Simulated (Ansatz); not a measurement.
A relaxed cell of Li is given with its symmetry left out. The cell was reached from a generator's guess, though it ends in a space group that the Crystallography Open Database lists for this formula.

Computed with DFT PBE, scalar-relativistic, plane waves, PAW (Ansatz). Cutoff 420 eV, Γ-centred mesh, Gaussian smearing, no spin polarisation.

```yaml
crystal:
  lattice:
    - [2.93603, 0.00000, 0.00000]
    - [-1.46801, 2.54267, 0.00000]
    - [0.00000, 0.00000, 2.71455]
  atoms:
    - { symbol: Li, position: [0.00000, 0.00000, 0.00000] }
```

Energies count from the standard state of Li at the same level.

(1) What space group does it have?

(2) How far does it lie from the standard state of Li?

(3) Is it a metal?

## Answers

(1) P6/mmm (No. 191), the simple hexagonal type. Conventional cell: a = 2.936 Å, c = 2.715 Å. Around Li lie 2 Li at 2.71 Å and 6 Li at 2.94 Å.

(2) +0.06 eV/atom. So it is a metastable form at best.

(3) Yes, bands cross the Fermi level on the 22×22×22 mesh.

The last run used a 22×22×22 mesh for its 1-atom cell and Gaussian smearing of 0.10 eV. Symmetry constrained the relaxation, so the result can be a saddle point.
